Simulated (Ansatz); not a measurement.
A 2-atom cell of BaTe (Fm-3m) from a materials database, relaxed with r2SCAN: space group Fm-3m (No. 225), cubic; a = 7.067 Å in the conventional setting, 44.11 Å³ an atom. Ba has 6 Te at 3.53 Å; Te has 6 Ba at 3.53 Å. One-shot G0W0@PBE in the PAW code Ansatz on a 4×4×4 mesh (contour deformation, no spin-orbit coupling), from a PBE gap of 1.652 eV over the mesh points (the G0W0 gap is indirect on the mesh); the number N of bands summed and the screening cutoff rise together. Spin-unpolarised throughout; all numbers are computed.

```
  N  cutoff (eV)  1000/N  G0W0 gap (eV)
276          120   3.623          2.652
666          220   1.502          2.726
```

**Lay a straight line in 1000/N through these rows.** The slope is -0.0349 eV per unit of 1000/N and the intercept 2.778 eV.

**Predict the gap at N = 1213 (300 eV).** 2.778 + (-0.0349) × 0.824 = 2.749 eV; the run gives 2.750 eV, +0.001 eV from the line.

**With that run's result added, what limit do the last two rows suggest?** Their slope is (2.750 − 2.726)/(0.824 − 1.502) = -0.0354, which meets 1/N = 0 at 2.78 eV, against 2.778 eV from the first line. The two lines nearly agree; the k mesh isn't extrapolated.

No spin-orbit coupling is included; it can move band edges with weight on the heavy atoms by tenths of an eV.
